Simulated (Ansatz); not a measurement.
## An Al vacancy and a N vacancy, 7.83 Å apart on the ideal sites in wurtzite AlN, 94 atoms, charge 0

All numbers come from Ansatz (PAW, plane waves, no spin–orbit coupling) at the single k point (¼, ¼, ¼) without its symmetry partners. The atoms were relaxed with PBEsol in a fixed cell; other functionals are single points on those atoms unless said otherwise. The valence top and gap of the host come from its small cell on a dense mesh, with the band extrema sought between the mesh points, lined up by the mean potential, PBEsol gap 4.09 eV, r²SCAN gap 4.82 eV.

Cell: a = 9.341 Å, b = 10.787 Å, c = 9.967 Å, α = 90.00°, β = 90.00°, γ = 90.00°.

Nearest atoms after relaxation, from the placed atom (for vacancies from the middle of the vacant sites): N at 0.94 Å, Al at 0.94 Å, Al at 2.36 Å, N at 2.37 Å, Al at 2.39 Å, N at 2.39 Å, Al at 2.39 Å, N at 2.40 Å.

Chemical potentials μ are those of reference phases of the elements at zero temperature by the same functional (the usual solids, diamond for C, grey Sn, and the molecules H2, N2, O2, F2, Cl2, Br2 and S8).

| functional | E(defect) − E(host) − Σ nμ + q·E_VBM (eV) | monopole (eV) | alignment (eV) | formation energy at E_F = VBM (eV) | moment (μB) | wall time, shared host |
| --- | --- | --- | --- | --- | --- | --- |
| PBEsol | 12.90 | 0.00 | 0.00 | 12.90 | 2.0 | 5.3 s on NVIDIA GB200 (relaxation) |

(1) Estimate the formation energy and moment that r²SCAN gives on these atoms.

r²SCAN one-electron levels near the gap (the ten most localised at most), from the host's valence top:

| level (eV) | spin | filling | atoms sharing it | element of the atom with most weight |
| --- | --- | --- | --- | --- |
| 0.03 | up | 1.00 | 8.0 | N |
| 0.26 | up | 1.00 | 5.3 | N |
| 0.30 | down | 1.00 | 10.0 | N |
| 1.17 | down | 1.00 | 6.3 | N |
| 1.35 | down | 0.00 | 4.9 | N |
| 1.47 | down | 0.00 | 5.4 | N |
| 4.25 | up | 0.00 | 10.9 | Al |
| 4.25 | down | 0.00 | 10.9 | Al |
| 4.31 | up | 0.00 | 10.9 | Al |
| 4.31 | down | 0.00 | 10.9 | Al |

All elements are taken at their own reference at once; growth conditions in equilibrium with the host shift these energies, by up to the host's formation enthalpy.

One k point and a cell of this size can leave errors of several tenths of an eV in such numbers.

Results:

(1) 13.60 eV at E_F = VBM, moment 2.0 μB.

The neutral pair keeps a moment of 2.0 μB with both functionals, and the r²SCAN levels suggest incomplete charge transfer between the vacancies. The two empty spin-down levels at 1.35 and 1.47 eV are nitrogen-dominated, as expected for holes in the N 2p dangling bonds around the aluminium vacancy. The empty Al-dominated levels high in the gap show no spin splitting. This fits a nitrogen vacancy that has given one electron to the acceptor but probably retains a spin-paired couple in its deeper, symmetric Al-derived orbital. Full transfer would instead fill the nitrogen holes and quench the moment.

The large formation energy reflects the bonds broken at two sites, but also the elemental references. Because the pair removes one formula unit, equilibrium with AlN lowers its energy by the full formation enthalpy, equally under Al-rich and N-rich conditions. Without the separate vacancies and a competing singlet, neither binding nor a triplet ground state is established.
